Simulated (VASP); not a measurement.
# Hf (Im-3m) in VASP: further runs, part 6 of 8

VASP 6.6.1. Earlier steps stand in the parts before.

## Step 89: Equation of state, r2SCAN, 24.23 Å³/atom

INCAR

```
PREC     = Accurate       # precision mode
ENCUT    = 400            # plane-wave cutoff, eV
EDIFF    = 1E-7           # SCF threshold, eV
ISMEAR   = 1              # smearing method
SIGMA    = 0.15           # smearing width, eV
LREAL    = False          # projectors in reciprocal space
LASPH    = True           # aspherical terms in the spheres
NELM     = 100            # most SCF steps
ALGO     = Normal         # electronic algorithm
ISIF     = 2              # what is computed and relaxed
LWAVE    = False          # write WAVECAR
LCHARG   = False          # write CHGCAR
METAGGA  = R2SCAN         # meta-GGA
LMIXTAU  = True         
ADDGRID  = False
```

KPOINTS

```
regular mesh
0
Gamma
  16 16 16
```

POSCAR

```
Hf
1.0
   -1.8228724495      1.8228724495      1.8228724495
    1.8228724495     -1.8228724495      1.8228724495
    1.8228724495      1.8228724495     -1.8228724495
Hf
1
Direct
    0.0000000000      0.0000000000      0.0000000000
```

The run is started by

```console
cat potpaw_PBE.64/Hf/POTCAR > POTCAR
mpirun -np 1 vasp_std > vasp.out
```

Run time: 60 s. Hardware: 1 thread of Intel Xeon Platinum 8488C (Sapphire Rapids), shared host; peak memory 0.15 GiB.

The run converged, but some of its settings lie outside the range that counts as converged, so its numbers aren't taken as properties of the crystal.

What came out:

| Item | Value |
| --- | --- |
| Free energy | -44.8283 eV |
| Pressure | -10.2 GPa |
| Band gap on the k mesh | none (metal or under the smearing width) |

Caveat: the PAW data sets were made with another functional, which shifts forces and pressure a little.

## Step 90: Equation of state, r2SCAN, 22.82 Å³/atom

Changes to INCAR since step 89:

```diff
@@ -4,3 +4,3 @@
 ISMEAR   = 1              # smearing method
-SIGMA    = 0.15           # smearing width, eV
+SIGMA    = 0.4            # smearing width, eV
 LREAL    = False          # projectors in reciprocal space
```

KPOINTS is that of step 89.

POSCAR

```
Hf
1.0
   -1.7867664301      1.7867664301      1.7867664301
    1.7867664301     -1.7867664301      1.7867664301
    1.7867664301      1.7867664301     -1.7867664301
Hf
1
Direct
    0.0000000000      0.0000000000      0.0000000000
```

Potentials or basis: VASP PAW PBE potentials, release 64 (Hf).

The run is started by

```console
cat potpaw_PBE.64/Hf/POTCAR > POTCAR
mpirun -np 1 vasp_std > vasp.out
```

It took 64 s on 1 thread of Intel Xeon Platinum 8488C (Sapphire Rapids), shared host; peak memory 0.13 GiB.

These settings aren't checked as converged: the numbers below hold their error.

Results:

- Free energy: -44.8979 eV
- Pressure: -5.0 GPa
- Band gap on the k mesh: none (metal or under the smearing width)

Caveat: the PAW data sets were made with another functional, which shifts forces and pressure a little.

## Step 91: Equation of state, r2SCAN, 24.23 Å³/atom

INCAR is that of step 90.

KPOINTS is that of step 90.

POSCAR

```
Hf
1.0
   -1.8228724495      1.8228724495      1.8228724495
    1.8228724495     -1.8228724495      1.8228724495
    1.8228724495      1.8228724495     -1.8228724495
Hf
1
Direct
    0.0000000000      0.0000000000      0.0000000000
```

The run is started by

```console
cat potpaw_PBE.64/Hf/POTCAR > POTCAR
mpirun -np 1 vasp_std > vasp.out
```

Wall time 66 s (1 thread of Intel Xeon Platinum 8488C (Sapphire Rapids), shared host); peak memory 0.15 GiB.

The run converged, but some of its settings lie outside the range that counts as converged, so its numbers aren't taken as properties of the crystal.

Results:

- Free energy: -44.8307 eV
- Pressure: -10.0 GPa
- Band gap on the k mesh: none (metal or under the smearing width)

Caveat: the PAW data sets were made with another functional, which shifts forces and pressure a little.

## Step 92: Equation of state, r2SCAN, 22.82 Å³/atom

Changes to INCAR since step 91:

```diff
@@ -4,3 +4,3 @@
 ISMEAR   = 1              # smearing method
-SIGMA    = 0.4            # smearing width, eV
+SIGMA    = 0.2            # smearing width, eV
 LREAL    = False          # projectors in reciprocal space
```

KPOINTS is that of step 91.

POSCAR

```
Hf
1.0
   -1.7867664301      1.7867664301      1.7867664301
    1.7867664301     -1.7867664301      1.7867664301
    1.7867664301      1.7867664301     -1.7867664301
Hf
1
Direct
    0.0000000000      0.0000000000      0.0000000000
```

The run is started by

```console
cat potpaw_PBE.64/Hf/POTCAR > POTCAR
mpirun -np 1 vasp_std > vasp.out
```

Wall time 48 s (1 thread of Intel Xeon Platinum 8488C (Sapphire Rapids), shared host); peak memory 0.13 GiB.

The run converged, but some of its settings lie outside the range that counts as converged, so its numbers aren't taken as properties of the crystal.

What came out:

* Free energy: -44.8969 eV
* Pressure: -5.2 GPa
* Band gap on the k mesh: none (metal or under the smearing width)

Caveat: the PAW data sets were made with another functional, which shifts forces and pressure a little.

## Step 93: Equation of state, r2SCAN, 24.23 Å³/atom

INCAR is that of step 92.

KPOINTS is that of step 92.

POSCAR

```
Hf
1.0
   -1.8228724495      1.8228724495      1.8228724495
    1.8228724495     -1.8228724495      1.8228724495
    1.8228724495      1.8228724495     -1.8228724495
Hf
1
Direct
    0.0000000000      0.0000000000      0.0000000000
```

Potentials or basis: VASP PAW PBE potentials, release 64 (Hf).

The run is started by

```console
cat potpaw_PBE.64/Hf/POTCAR > POTCAR
mpirun -np 1 vasp_std > vasp.out
```

Wall time 50 s (1 thread of Intel Xeon Platinum 8488C (Sapphire Rapids), shared host); peak memory 0.15 GiB.

These settings aren't checked as converged: the numbers below hold their error.

Results:

```
Free energy            : -44.8283 eV
Pressure               : -10.2 GPa
Band gap on the k mesh : none (metal or under the smearing width)
```

Caveat: the PAW data sets were made with another functional, which shifts forces and pressure a little.

## Step 94: Equation of state, r2SCAN, 22.82 Å³/atom

Changes to INCAR since step 93:

```diff
@@ -4,3 +4,3 @@
 ISMEAR   = 1              # smearing method
-SIGMA    = 0.2            # smearing width, eV
+SIGMA    = 0.1            # smearing width, eV
 LREAL    = False          # projectors in reciprocal space
```

KPOINTS is that of step 93.

POSCAR

```
Hf
1.0
   -1.7867664301      1.7867664301      1.7867664301
    1.7867664301     -1.7867664301      1.7867664301
    1.7867664301      1.7867664301     -1.7867664301
Hf
1
Direct
    0.0000000000      0.0000000000      0.0000000000
```

The run is started by

```console
cat potpaw_PBE.64/Hf/POTCAR > POTCAR
mpirun -np 1 vasp_std > vasp.out
```

Run time: 62 s. Hardware: 1 thread of Intel Xeon Platinum 8488C (Sapphire Rapids), shared host; peak memory 0.13 GiB.

These settings aren't checked as converged: the numbers below hold their error.

What came out:

* Free energy: -44.8971 eV
* Pressure: -5.3 GPa
* Band gap on the k mesh: none (metal or under the smearing width)

Caveat: the PAW data sets were made with another functional, which shifts forces and pressure a little.

## Step 95: Equation of state, r2SCAN, 24.23 Å³/atom

INCAR is that of step 94.

KPOINTS is that of step 94.

POSCAR

```
Hf
1.0
   -1.8228724495      1.8228724495      1.8228724495
    1.8228724495     -1.8228724495      1.8228724495
    1.8228724495      1.8228724495     -1.8228724495
Hf
1
Direct
    0.0000000000      0.0000000000      0.0000000000
```

The run is started by

```console
cat potpaw_PBE.64/Hf/POTCAR > POTCAR
mpirun -np 1 vasp_std > vasp.out
```

Wall time 69 s (1 thread of Intel Xeon Platinum 8488C (Sapphire Rapids), shared host); peak memory 0.15 GiB.

These settings aren't checked as converged: the numbers below hold their error.

Results:

```
Free energy            : -44.8285 eV
Pressure               : -10.2 GPa
Band gap on the k mesh : none (metal or under the smearing width)
```

Caveat: the PAW data sets were made with another functional, which shifts forces and pressure a little.

## Step 96: Equation of state, r2SCAN, 22.82 Å³/atom

Changes to INCAR since step 95:

```diff
@@ -4,3 +4,3 @@
 ISMEAR   = 1              # smearing method
-SIGMA    = 0.1            # smearing width, eV
+SIGMA    = 0.05           # smearing width, eV
 LREAL    = False          # projectors in reciprocal space
```

KPOINTS is that of step 95.

POSCAR

```
Hf
1.0
   -1.7867664301      1.7867664301      1.7867664301
    1.7867664301     -1.7867664301      1.7867664301
    1.7867664301      1.7867664301     -1.7867664301
Hf
1
Direct
    0.0000000000      0.0000000000      0.0000000000
```

Potentials or basis: VASP PAW PBE potentials, release 64 (Hf).

The run is started by

```console
cat potpaw_PBE.64/Hf/POTCAR > POTCAR
mpirun -np 1 vasp_std > vasp.out
```

Wall time 57 s (1 thread of Intel Xeon Platinum 8488C (Sapphire Rapids), shared host); peak memory 0.13 GiB.

The run converged, but some of its settings lie outside the range that counts as converged, so its numbers aren't taken as properties of the crystal.

Results:

```yaml
Free_energy: -44.8971 eV
Pressure: -5.3 GPa
Band_gap_on_the_k_mesh: none (metal or under the smearing width)
```

Caveat: the PAW data sets were made with another functional, which shifts forces and pressure a little.

## Step 97: Equation of state, r2SCAN, 24.23 Å³/atom

INCAR is that of step 96.

KPOINTS is that of step 96.

POSCAR

```
Hf
1.0
   -1.8228724495      1.8228724495      1.8228724495
    1.8228724495     -1.8228724495      1.8228724495
    1.8228724495      1.8228724495     -1.8228724495
Hf
1
Direct
    0.0000000000      0.0000000000      0.0000000000
```

The run is started by

```console
cat potpaw_PBE.64/Hf/POTCAR > POTCAR
mpirun -np 1 vasp_std > vasp.out
```

It took 64 s on 1 thread of Intel Xeon Platinum 8488C (Sapphire Rapids), shared host; peak memory 0.15 GiB.

The run converged, but some of its settings lie outside the range that counts as converged, so its numbers aren't taken as properties of the crystal.

What came out:

```
Free energy            : -44.8284 eV
Pressure               : -10.1 GPa
Band gap on the k mesh : none (metal or under the smearing width)
```

Caveat: the PAW data sets were made with another functional, which shifts forces and pressure a little.

## Step 98: Equation of state, r2SCAN, 22.82 Å³/atom

Changes to INCAR since step 97:

```diff
@@ -4,3 +4,3 @@
 ISMEAR   = 1              # smearing method
-SIGMA    = 0.05           # smearing width, eV
+SIGMA    = 0.02           # smearing width, eV
 LREAL    = False          # projectors in reciprocal space
```

KPOINTS is that of step 97.

POSCAR

```
Hf
1.0
   -1.7867664301      1.7867664301      1.7867664301
    1.7867664301     -1.7867664301      1.7867664301
    1.7867664301      1.7867664301     -1.7867664301
Hf
1
Direct
    0.0000000000      0.0000000000      0.0000000000
```

The run is started by

```console
cat potpaw_PBE.64/Hf/POTCAR > POTCAR
mpirun -np 1 vasp_std > vasp.out
```

Run time: 55 s. Hardware: 1 thread of Intel Xeon Platinum 8488C (Sapphire Rapids), shared host; peak memory 0.14 GiB.

The run converged, but some of its settings lie outside the range that counts as converged, so its numbers aren't taken as properties of the crystal.

What came out:

```
Free energy            : -44.8971 eV
Pressure               : -5.3 GPa
Band gap on the k mesh : none (metal or under the smearing width)
```

Caveat: the PAW data sets were made with another functional, which shifts forces and pressure a little.

## Step 99: Equation of state, r2SCAN, 24.23 Å³/atom

INCAR is that of step 98.

KPOINTS is that of step 98.

POSCAR

```
Hf
1.0
   -1.8228724495      1.8228724495      1.8228724495
    1.8228724495     -1.8228724495      1.8228724495
    1.8228724495      1.8228724495     -1.8228724495
Hf
1
Direct
    0.0000000000      0.0000000000      0.0000000000
```

Potentials or basis: VASP PAW PBE potentials, release 64 (Hf).

The run is started by

```console
cat potpaw_PBE.64/Hf/POTCAR > POTCAR
mpirun -np 1 vasp_std > vasp.out
```

Wall time 55 s (1 thread of Intel Xeon Platinum 8488C (Sapphire Rapids), shared host); peak memory 0.15 GiB.

These settings aren't checked as converged: the numbers below hold their error.

Results:

| Item | Value |
| --- | --- |
| Free energy | -44.8283 eV |
| Pressure | -10.2 GPa |
| Band gap on the k mesh | none (metal or under the smearing width) |

Caveat: the PAW data sets were made with another functional, which shifts forces and pressure a little.

## Step 100: Equation of state, r2SCAN, 22.82 Å³/atom

Changes to INCAR since step 99:

```diff
@@ -3,4 +3,4 @@
 EDIFF    = 1E-7           # SCF threshold, eV
-ISMEAR   = 1              # smearing method
-SIGMA    = 0.02           # smearing width, eV
+ISMEAR   = -5             # smearing method
+SIGMA    = 0.15           # smearing width, eV
 LREAL    = False          # projectors in reciprocal space
```

KPOINTS is that of step 99.

POSCAR

```
Hf
1.0
   -1.7867664301      1.7867664301      1.7867664301
    1.7867664301     -1.7867664301      1.7867664301
    1.7867664301      1.7867664301     -1.7867664301
Hf
1
Direct
    0.0000000000      0.0000000000      0.0000000000
```

The run is started by

```console
cat potpaw_PBE.64/Hf/POTCAR > POTCAR
mpirun -np 1 vasp_std > vasp.out
```

It took 54 s on 1 thread of Intel Xeon Platinum 8488C (Sapphire Rapids), shared host; peak memory 0.14 GiB.

The run converged, but some of its settings lie outside the range that counts as converged, so its numbers aren't taken as properties of the crystal.

Results:

* Free energy: -44.8972 eV
* Pressure: -5.2 GPa
* Band gap on the k mesh: none (metal or under the smearing width)

Caveat: the PAW data sets were made with another functional, which shifts forces and pressure a little; tetrahedron occupations give inexact forces and stress in metals.

## Step 101: Equation of state, r2SCAN, 24.23 Å³/atom

INCAR is that of step 100.

KPOINTS is that of step 100.

POSCAR

```
Hf
1.0
   -1.8228724495      1.8228724495      1.8228724495
    1.8228724495     -1.8228724495      1.8228724495
    1.8228724495      1.8228724495     -1.8228724495
Hf
1
Direct
    0.0000000000      0.0000000000      0.0000000000
```

The run is started by

```console
cat potpaw_PBE.64/Hf/POTCAR > POTCAR
mpirun -np 1 vasp_std > vasp.out
```

Wall time 72 s (1 thread of Intel Xeon Platinum 8488C (Sapphire Rapids), shared host); peak memory 0.15 GiB.

The run converged, but some of its settings lie outside the range that counts as converged, so its numbers aren't taken as properties of the crystal.

Results:

```yaml
Free_energy: -44.8287 eV
Pressure: -10.2 GPa
Band_gap_on_the_k_mesh: none (metal or under the smearing width)
```

Caveat: the PAW data sets were made with another functional, which shifts forces and pressure a little; tetrahedron occupations give inexact forces and stress in metals.

## Step 102: Equation of state, r2SCAN, 22.82 Å³/atom

Changes to INCAR since step 101:

```diff
@@ -3,3 +3,3 @@
 EDIFF    = 1E-7           # SCF threshold, eV
-ISMEAR   = -5             # smearing method
+ISMEAR   = 0              # smearing method
 SIGMA    = 0.15           # smearing width, eV
```

KPOINTS is that of step 101.

POSCAR

```
Hf
1.0
   -1.7867664301      1.7867664301      1.7867664301
    1.7867664301     -1.7867664301      1.7867664301
    1.7867664301      1.7867664301     -1.7867664301
Hf
1
Direct
    0.0000000000      0.0000000000      0.0000000000
```

Potentials or basis: VASP PAW PBE potentials, release 64 (Hf).

The run is started by

```console
cat potpaw_PBE.64/Hf/POTCAR > POTCAR
mpirun -np 1 vasp_std > vasp.out
```

It took 60 s on 1 thread of Intel Xeon Platinum 8488C (Sapphire Rapids), shared host; peak memory 0.13 GiB.

The run converged, but some of its settings lie outside the range that counts as converged, so its numbers aren't taken as properties of the crystal.

Results:

| Property | Result |
| --- | --- |
| Free energy | -44.9079 eV |
| Pressure | -5.1 GPa |
| Band gap on the k mesh | none (metal or under the smearing width) |

Caveat: the PAW data sets were made with another functional, which shifts forces and pressure a little.

## Step 103: Equation of state, r2SCAN, 24.23 Å³/atom

INCAR is that of step 102.

KPOINTS is that of step 102.

POSCAR

```
Hf
1.0
   -1.8228724495      1.8228724495      1.8228724495
    1.8228724495     -1.8228724495      1.8228724495
    1.8228724495      1.8228724495     -1.8228724495
Hf
1
Direct
    0.0000000000      0.0000000000      0.0000000000
```

The run is started by

```console
cat potpaw_PBE.64/Hf/POTCAR > POTCAR
mpirun -np 1 vasp_std > vasp.out
```

It took 55 s on 1 thread of Intel Xeon Platinum 8488C (Sapphire Rapids), shared host; peak memory 0.15 GiB.

These settings aren't checked as converged: the numbers below hold their error.

Results:

```yaml
Free_energy: -44.8403 eV
Pressure: -10.1 GPa
Band_gap_on_the_k_mesh: none (metal or under the smearing width)
```

Caveat: the PAW data sets were made with another functional, which shifts forces and pressure a little.

## Step 104: Equation of state, r2SCAN, 22.82 Å³/atom

Changes to INCAR since step 103:

```diff
@@ -3,3 +3,3 @@
 EDIFF    = 1E-7           # SCF threshold, eV
-ISMEAR   = 0              # smearing method
+ISMEAR   = -1             # smearing method
 SIGMA    = 0.15           # smearing width, eV
```

KPOINTS is that of step 103.

POSCAR

```
Hf
1.0
   -1.7867664301      1.7867664301      1.7867664301
    1.7867664301     -1.7867664301      1.7867664301
    1.7867664301      1.7867664301     -1.7867664301
Hf
1
Direct
    0.0000000000      0.0000000000      0.0000000000
```

The run is started by

```console
cat potpaw_PBE.64/Hf/POTCAR > POTCAR
mpirun -np 1 vasp_std > vasp.out
```

It took 50 s on 1 thread of Intel Xeon Platinum 8488C (Sapphire Rapids), shared host; peak memory 0.14 GiB.

These settings aren't checked as converged: the numbers below hold their error.

Results:

| Property | Result |
| --- | --- |
| Free energy | -44.9684 eV |
| Pressure | -4.5 GPa |
| Band gap on the k mesh | none (metal or under the smearing width) |

Caveat: the PAW data sets were made with another functional, which shifts forces and pressure a little.

## Step 105: Equation of state, r2SCAN, 24.23 Å³/atom

INCAR is that of step 104.

KPOINTS is that of step 104.

POSCAR

```
Hf
1.0
   -1.8228724495      1.8228724495      1.8228724495
    1.8228724495     -1.8228724495      1.8228724495
    1.8228724495      1.8228724495     -1.8228724495
Hf
1
Direct
    0.0000000000      0.0000000000      0.0000000000
```

Potentials or basis: VASP PAW PBE potentials, release 64 (Hf).

The run is started by

```console
cat potpaw_PBE.64/Hf/POTCAR > POTCAR
mpirun -np 1 vasp_std > vasp.out
```

Run time: 60 s. Hardware: 1 thread of Intel Xeon Platinum 8488C (Sapphire Rapids), shared host; peak memory 0.15 GiB.

These settings aren't checked as converged: the numbers below hold their error.

Results:

```
Free energy            : -44.9055 eV
Pressure               : -9.6 GPa
Band gap on the k mesh : none (metal or under the smearing width)
```

Caveat: the PAW data sets were made with another functional, which shifts forces and pressure a little.

## Step 106: Equation of state, r2SCAN, 22.82 Å³/atom

Changes to INCAR since step 105:

```diff
@@ -1,5 +1,5 @@
 PREC     = Accurate       # precision mode
-ENCUT    = 400            # plane-wave cutoff, eV
+ENCUT    = 500            # plane-wave cutoff, eV
 EDIFF    = 1E-7           # SCF threshold, eV
-ISMEAR   = -1             # smearing method
+ISMEAR   = 1              # smearing method
 SIGMA    = 0.15           # smearing width, eV
```

KPOINTS is that of step 105.

POSCAR

```
Hf
1.0
   -1.7867664301      1.7867664301      1.7867664301
    1.7867664301     -1.7867664301      1.7867664301
    1.7867664301      1.7867664301     -1.7867664301
Hf
1
Direct
    0.0000000000      0.0000000000      0.0000000000
```

The run is started by

```console
cat potpaw_PBE.64/Hf/POTCAR > POTCAR
mpirun -np 1 vasp_std > vasp.out
```

Run time: 54 s. Hardware: 1 thread of Intel Xeon Platinum 8488C (Sapphire Rapids), shared host; peak memory 0.16 GiB.

These settings aren't checked as converged: the numbers below hold their error.

Results:

```yaml
Free_energy: -44.8970 eV
Pressure: -5.2 GPa
Band_gap_on_the_k_mesh: none (metal or under the smearing width)
```

Caveat: the PAW data sets were made with another functional, which shifts forces and pressure a little.

## Step 107: Equation of state, r2SCAN, 24.23 Å³/atom

INCAR is that of step 106.

KPOINTS is that of step 106.

POSCAR

```
Hf
1.0
   -1.8228724495      1.8228724495      1.8228724495
    1.8228724495     -1.8228724495      1.8228724495
    1.8228724495      1.8228724495     -1.8228724495
Hf
1
Direct
    0.0000000000      0.0000000000      0.0000000000
```

The run is started by

```console
cat potpaw_PBE.64/Hf/POTCAR > POTCAR
mpirun -np 1 vasp_std > vasp.out
```

Wall time 52 s (1 thread of Intel Xeon Platinum 8488C (Sapphire Rapids), shared host); peak memory 0.16 GiB.

These settings aren't checked as converged: the numbers below hold their error.

Results:

```yaml
Free_energy: -44.8283 eV
Pressure: -10.2 GPa
Band_gap_on_the_k_mesh: none (metal or under the smearing width)
```

Caveat: the PAW data sets were made with another functional, which shifts forces and pressure a little.

(Continued in part 7 of 8.)
